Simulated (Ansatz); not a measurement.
# Pb in Ansatz: the effect of functional

Crystal: Pb.

```xyz
2
Lattice="0.0000 3.3688 3.3688 3.3688 0.0000 3.3688 3.3688 3.3688 0.0000" Properties=species:S:1:pos:R:3 pbc="T T T"
Pb    1.6844    1.6844    1.6844
Pb    0.0000    0.0000    0.0000
```

This isn't the form of Pb at room conditions, which is fcc.

The cell isn't the ideal one: volume scaled by 0.94.

Alike in all runs:

| Item | Value |
| --- | --- |
| Program | Ansatz 0.2.0 |
| Task | single point |
| Potentials or basis | Ansatz PAW |
| k mesh | 7 × 7 × 7 |
| Occupations | fermi-dirac, width 0.05 eV |
| Spin | no spin polarisation |

Problem. One run gave: pressure 3.6 GPa. Which functional did it use?
A. r2SCAN
B. PBEsol
C. LDA

Solution. A.

```csv
functional,cutoff,pressure (GPa)
LDA,420 eV (not typed: the program's choice for these potentials),1.5
PBEsol,420 eV (not typed: the program's choice for these potentials),2.8
r2SCAN,500 eV (not typed: the program's choice for these potentials),3.6
```

Caveats: the PAW data sets come from PBE, with cores solved anew for the run's functional, which leaves a small shift of forces and pressure.

Runs at the PBE level aren't shown here.
